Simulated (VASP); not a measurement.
TiAl3: equation of state with PBEsol

Crystal: TiAl3.

```
Ti Al
1.0
     3.95567    0.00000    0.00000
     0.00000    3.95567    0.00000
     0.00000    0.00000    3.95567
Ti Al
1 3
Direct
  0.00000 0.00000 0.00000
  0.00000 0.50000 0.50000
  0.50000 0.00000 0.50000
  0.50000 0.50000 0.00000
```

The cell comes from a database or a generator and needn't be the stable form of this composition.

```
Program                : VASP 6.6.1
Task                   : equation of state
Functional             : PBEsol
Potentials or basis    : VASP PAW PBE potentials, release 64 (Ti_sv, Al)
Cutoff                 : 520 eV
k mesh                 : 7 × 7 × 7
Occupations            : fermi-dirac, width 0.05 eV
Spin                   : no spin polarisation
Ladder                 : free
Further INCAR settings : ALGO = Normal; EDIFF = 1e-07; NBANDS = 18
```

The equilibrium volume is 15.41 Å³/atom, the bulk modulus is 111 GPa and the pressure derivative of the bulk modulus is 4.1.

Energy against volume, from the lowest point:
| volume (Å³/atom) | energy (meV/atom) |
| --- | --- |
| 14.545 | 18.45 |
| 14.855 | 7.27 |
| 15.164 | 1.29 |
| 15.474 | 0.00 |
| 15.783 | 2.95 |
| 16.093 | 9.73 |
| 16.402 | 19.95 |

All runs of the series together: 2.7 min on 1 thread of Intel(R) Xeon(R) Platinum 8259CL CPU @ 2.50GHz (Skylake/Cascade Lake) (shared host).

Caveat: the PAW data sets were made with another functional, which shifts forces and pressure a little.
